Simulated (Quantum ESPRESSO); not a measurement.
Here is a Quantum ESPRESSO 7.5 calculation.

scf.in

```
&CONTROL
  calculation = 'scf'
  prefix = 'pwscf'
  outdir = './tmp'
  pseudo_dir = './pseudo'
/
&SYSTEM
  ibrav = 0
  nat = 2
  ntyp = 2
  ecutwfc = 114
  nbnd = 20
  occupations = 'smearing'
  smearing = 'fd'
  degauss = 0.00367493
  force_symmorphic = .true.
/
&ELECTRONS
  conv_thr = 4d-10
  electron_maxstep = 120
  mixing_beta = 0.5
/
ATOMIC_SPECIES
Ga    69.7230 Ga.upf
N     14.0070 N.upf
CELL_PARAMETERS angstrom
   0.0000000000    2.2535006075    2.2535006075
   2.2535006075    0.0000000000    2.2535006075
   2.2535006075    2.2535006075    0.0000000000
ATOMIC_POSITIONS crystal
Ga     0.0000000000    0.0000000000    0.0000000000
N      0.2500000000    0.2500000000    0.2500000000
K_POINTS automatic
10 10 10 0 0 0
```

Contents of nscf.in:

```
&CONTROL
  calculation = 'nscf'
  prefix = 'pwscf'
  outdir = './tmp'
  pseudo_dir = './pseudo'
/
&SYSTEM
  ibrav = 0
  nat = 2
  ntyp = 2
  ecutwfc = 114
  nbnd = 313
  occupations = 'fixed'
  force_symmorphic = .true.
/
&ELECTRONS
  conv_thr = 1d-08
  diago_full_acc = .true.
  diago_thr_init = 1d-06
/
ATOMIC_SPECIES
Ga    69.7230 Ga.upf
N     14.0070 N.upf
CELL_PARAMETERS angstrom
   0.0000000000    2.2535006075    2.2535006075
   2.2535006075    0.0000000000    2.2535006075
   2.2535006075    2.2535006075    0.0000000000
ATOMIC_POSITIONS crystal
Ga     0.0000000000    0.0000000000    0.0000000000
N      0.2500000000    0.2500000000    0.2500000000
K_POINTS automatic
6 6 6 0 0 0
```

Potentials or basis: PseudoDojo 0.4 SR PBE stringent.

Command:

```sh
$ OMP_NUM_THREADS=1 pw.x -in scf.in > scf.out
$ OMP_NUM_THREADS=1 pw.x -in nscf.in > nscf.out
```

Q: Predict the band gap on the k mesh, mean-field level.

A: 1.75 eV, direct.

**What was measured.**

From a printed reference work, textbook, for a bulk crystal of GaN at 0 K: band gap 3.299 eV (direct).

Against the measured gap of GaN, 3.299 eV (direct; 0 K; a printed reference work, textbook), the calculated 1.75 eV is off by -1.55 eV. Spin-orbit coupling on Ga is left out. The value is that of PBE, without temperature or zero-point motion. Semilocal functionals fall short of measured gaps as a rule. The cell is a database's relaxed one, not the measured one, which moves gaps too.
